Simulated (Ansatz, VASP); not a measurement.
# H4C in VASP and in Ansatz

```xyz
40
Lattice="7.3877 0.0000 0.0000 0.0000 7.3877 0.0000 0.0000 0.0000 7.3877" Properties=species:S:1:pos:R:3 pbc="T T T"
C     3.5879    5.3370    5.3082
C     0.6486    6.8369    4.0449
C     6.2285    1.6751    6.6040
C     2.0968    2.5908    5.8549
C     4.7506    7.0410    0.6496
C     4.9935    1.7780    3.5284
C     0.8732    7.2090    0.7746
C     2.5257    4.4816    1.5037
H     2.9875    5.9326    5.9952
H     4.1480    4.5896    5.8696
H     4.2820    5.9865    4.7755
H     2.9343    4.8391    4.5925
H     1.0922    7.7960    4.3106
H     0.5235    6.2332    4.9434
H     1.3017    6.3159    3.3453
H    -0.3231    7.0023    3.5803
H     7.3135    1.7293    6.5191
H     5.9411    1.7685    7.6510
H     5.8812    0.7180    6.2159
H     5.7784    2.4847    6.0302
H     2.1565    3.5588    6.3515
H     2.2451    1.7973    6.5868
H     2.8692    2.5273    5.0889
H     1.1165    2.4797    5.3923
H     5.5222    7.3953    1.3326
H     4.0604    6.3911    1.1869
H     5.2139    6.4848   -0.1648
H     4.2058    7.8930    0.2437
H     5.6431    2.5611    3.1383
H     5.0517    1.7664    4.6164
H     5.3133    0.8125    3.1373
H     3.9661    1.9720    3.2216
H     0.6860    6.3192    1.3750
H     1.9394    7.4341    0.7815
H     0.3215    8.0512    1.1914
H     0.5461    7.0316   -0.2496
H     2.4282    4.3176    2.5765
H     1.8841    3.7815    0.9693
H     3.5620    4.3252    1.2051
H     2.2287    5.5022    1.2638
```

Alike in both runs: task relaxation of the atoms; functional PBEsol; k mesh 1 × 1 × 1; occupations fermi-dirac, width 0.05 eV; no spin polarisation.

|  | VASP | Ansatz |
| --- | --- | --- |
| version | VASP 6.6.1 | Ansatz 0.2.0 |
| potentials or method | VASP PAW PBE potentials, release 64 (C, H) | scalar-relativistic, plane waves, PAW |
| plane-wave cutoff (eV) | 520 | 420 |
| valence electrons in the cell | 64 | 64 |

|  | VASP | Ansatz | Ansatz less VASP |
| --- | --- | --- | --- |
| gap on the k mesh at the Fermi level, each at its own relaxed structure (eV) | 6.83 | 7.35 | +0.519 |
| energy change over the relaxation (meV/atom) | -3 | -25 | -22.5 |

One of these differences is far larger than is usual between the two programs; its cause wasn't traced. Ansatz warned: «xc_potential_rough_in_thin_density».
